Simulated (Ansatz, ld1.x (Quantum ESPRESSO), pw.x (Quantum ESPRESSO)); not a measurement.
## What a changed setting does to a pw.x run (bcc Al)

Potential: PAW, ld1.x (Quantum ESPRESSO) 7.5, PBE; core [Ne], reference 3s2 3p1; waves: 3s (bound): rcut 2.00, rcutus 2.15 bohr; 3s channel at 0.15 Ry: rcut 2.00, rcutus 2.15 bohr; 3p (bound): rcut 1.65, rcutus 2.05 bohr; 3p channel at 2.6 Ry: rcut 1.65, rcutus 2.05 bohr; 3d channel at 0.5 Ry: rcut 1.70, rcutus 1.85 bohr; local part: all-electron potential smoothed inside 1.95 bohr (lloc = -1); core correction: Bessel-smoothed model core, default radius (core density twice the valence density); augmentation: PSQ, inside the norm-conserving radii.

The reference run (k-mesh 14³, cutoffs 40/320 Ry, Fermi–Dirac 0.01 Ry, mixing_beta 0.4, conv_thr 1e-9, no spin) gives 0.11 GPa at 16.945 Å³/atom, where all-electron LAPW gives 0.07 GPa. This run, with its own iteration cap, changes mixing_ndim to 2.

```
&control
  calculation='scf', prefix='x', pseudo_dir='./', outdir='./tmp', tstress=.true., disk_io='none'
/
&system
  ibrav=0, nat=1, ntyp=1, ecutwfc=40, ecutrho=320, nbnd=8,
  occupations='smearing', smearing='fd', degauss=0.01
/
&electrons
  conv_thr=1e-09, mixing_beta=0.4, electron_maxstep=60, mixing_ndim=2
/
ATOMIC_SPECIES
Al 1.0 Al.UPF
CELL_PARAMETERS angstrom
  -1.61805716 1.61805716 1.61805716
  1.61805716 -1.61805716 1.61805716
  1.61805716 1.61805716 -1.61805716
ATOMIC_POSITIONS crystal
Al 0.0000 0.0000 0.0000
K_POINTS automatic
14 14 14 0 0 0
```

```bash
pw.x < Al.scf.in > Al.scf.out
```

Task: How does the run end?

Result: It converges in 5 iterations; the free energy moves by +0.0 meV/atom and the pressure by +0.00 GPa. The result is that of the reference run.

```
Message from routine setup:
     using ibrav=0 with symmetry is DISCOURAGED, use correct ibrav instead
     lattice parameter (alat)  =       5.2961  a.u.
     unit-cell volume          =     114.3505 (a.u.)^3
     number of electrons       =         3.00
     number of Kohn-Sham states=            8
     kinetic-energy cutoff     =      40.0000  Ry
     charge density cutoff     =     320.0000  Ry
     scf convergence threshold =      1.0E-09
     Exchange-correlation= SLA  PW   PBX  PBC
     number of k points=   104  Fermi-Dirac smearing, width (Ry)=  0.0100
     iteration #  1     ecut=    40.00 Ry     beta= 0.40
     total energy              =     -39.49703577 Ry
     estimated scf accuracy    <       0.00513582 Ry
     iteration #  2     ecut=    40.00 Ry     beta= 0.40
     total energy              =     -39.49648504 Ry
     estimated scf accuracy    <       0.00166076 Ry
     iteration #  3     ecut=    40.00 Ry     beta= 0.40
     total energy              =     -39.49652884 Ry
     estimated scf accuracy    <       0.00000121 Ry
     iteration #  4     ecut=    40.00 Ry     beta= 0.40
     total energy              =     -39.49652908 Ry
     estimated scf accuracy    <       0.00000001 Ry
     iteration #  5     ecut=    40.00 Ry     beta= 0.40
     the Fermi energy is     7.6339 ev
!    total energy              =     -39.49652908 Ry
     estimated scf accuracy    <          1.2E-10 Ry
     smearing contrib. (-TS)   =      -0.00173999 Ry
     convergence has been achieved in   5 iterations
          total   stress  (Ry/bohr**3)                   (kbar)     P=        1.10
     Message from routine punch:
     Nothing written, as per user request (disk_io='none')
```

The run took about 7.6 s on one core of a shared host (Intel(R) Xeon(R) Platinum 8375C CPU @ 2.90GHz, 128 threads, 992 GiB, load 70).
